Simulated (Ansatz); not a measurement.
Before relaxation, upper atoms moved at random (sigma 0.25 A) (AlP, F-43m (No. 216), (1 1 0) face):

```
CELL_PARAMETERS angstrom
3.86812 0.00000 0.00000
0.00000 10.94069 0.00000
0.00000 0.00000 20.80218
ATOMIC_POSITIONS crystal
Al 0.50000 0.75000 0.36054
Al 0.50000 0.25000 0.36054
P 0.00000 0.12500 0.36054
P 0.00000 0.62500 0.36054
Al 0.00000 0.50000 0.45351
Al 0.00000 0.00000 0.45351
P 0.50000 0.87500 0.45351
P 0.50000 0.37500 0.45351
Al 0.56795 0.24846 0.55483
Al 0.42516 0.71658 0.52903
P 0.95373 0.59496 0.55466
P 0.11805 0.18550 0.55513
Al 0.10644 0.97031 0.60076
Al 0.03761 0.44350 0.61658
P 0.54052 0.34413 0.66606
P 0.52525 0.88045 0.64008
```

These are results of DFT PBEsol, scalar-relativistic, plane waves, PAW (Ansatz 0.2.0), not measurements. Cutoff 420 eV; k points 7×3×1 on the computed 16-atom cell (Γ-centred); Gaussian smearing, width 0.05 eV; no spin polarisation. The cell repeats along c with a dipole correction in the vacuum.

Atoms 1, 2, 3, 4, 5, 6, 7, 8 (counted from 1) are held. The cell is fixed. Force threshold 0.02 eV/Å.

| step | E − E_final (eV) | largest force (eV/Å) |
| --- | --- | --- |
| 1 | 5.307 | 8.698 |
| 2 | 2.341 | 4.003 |
| 3 | 0.962 | 1.765 |
| 4 | 0.327 | 0.475 |
| 5 | 0.059 | 0.145 |
| 6 | 0.010 | 0.158 |
| 7 | 0.000 | 0.008 |
| 8 | 0.000 | 0.008 |

(1) What is the final structure?

Answers

(1)
```xyz
16
Lattice="3.8681 0.0000 0.0000 0.0000 10.9407 0.0000 0.0000 0.0000 20.8022" Properties=species:S:1:pos:R:3 pbc="T T T"
Al    1.9341    8.2055    7.5000
Al    1.9341    2.7352    7.5000
P     0.0000    1.3676    7.5000
P     0.0000    6.8379    7.5000
Al    0.0000    5.4703    9.4341
Al    0.0000    0.0000    9.4341
P     1.9341    9.5731    9.4341
P     1.9341    4.1028    9.4341
Al    1.9397    2.7362   11.4410
Al    1.9396    8.2083   11.4431
P     0.0052    6.8564   11.3743
P     0.0058    1.3850   11.3741
Al    0.0078   -0.4001   12.8491
Al    0.0051    5.0672   12.8441
P     1.9391    3.9494   13.4624
P     1.9417    9.4216   13.4655
```

Cost: 1 run of about 6.3 core-minutes, on Arm Neoverse V2 (shared hosts).